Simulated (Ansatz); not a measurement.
**HfO$_{2}$: moving O off its site**

HfO$_{2}$, P4_2/mnm, a = 4.814 Å, c = 3.205 Å (as given, not relaxed at this level: 3.6 GPa, forces to 0.04 eV/Å). This isn't the usual stable structure of the compound. Ansatz: r2SCAN, PAW, 500 eV, Γ-centred 6×6×8 mesh on 6 atoms, Gaussian smearing 0.05 eV; no spin polarisation.

```xyz
6
Lattice="4.8135 0.0000 0.0000 0.0000 4.8135 0.0000 0.0000 0.0000 3.2054" Properties=species:S:1:pos:R:3 pbc="T T T"
Hf    0.0000    0.0000    0.0000
Hf    2.4068    2.4068    1.6027
O     0.9384    3.8751    1.6027
O     1.4683    1.4683    0.0000
O     3.3452    3.3452    0.0000
O     3.8751    0.9384    1.6027
```

Atom 3 (O) moves by x along the unit vector (0.577, 0.577, 0.577), with its periodic images; all else is held. y is the free energy of the cell over the start, F the force along the path summed over the moved atoms. Symmetry makes y even in x.

| x (Å) | y (meV) | F (eV/Å) |
| --- | --- | --- |
| -0.3000 | ? | ? |
| -0.1500 | 75.2 | 1.00 |
| 0.0000 | 0.0 | 0.00 |
| 0.0375 | 4.7 | -0.25 |
| 0.0750 | 18.8 | -0.50 |
| 0.1125 | 42.4 | -0.75 |
| 0.1875 | 117.3 | -1.24 |
| 0.2250 | 168.5 | -1.49 |
| 0.2625 | 228.8 | -1.73 |

Q: Fit y = c2 x² + c4 x⁴ to the energies of the other rows, give the force constant, and predict energy and force of the missing row.

A: Least squares on the rows shown. y = 3352.8 x² − 472.15 x⁴. The force constant is 2 c2 = 6.71 eV/Å², for the cell as given, at 3.6 GPa (for all images moving together, not for a lone atom). The force −dy/dx at the missing row is 1.96 eV/Å (computed 1.96). At x = -0.3000 the fit asked for gives 297.9 meV. The run gave 297.9 meV, the same to the digits shown.

Spin–orbit coupling is left out, which can shift energies with elements as heavy as these.

Cost: 9 runs of about 4.5 core-minutes in all, on AMD EPYC 9R45 (Zen 5) (shared hosts).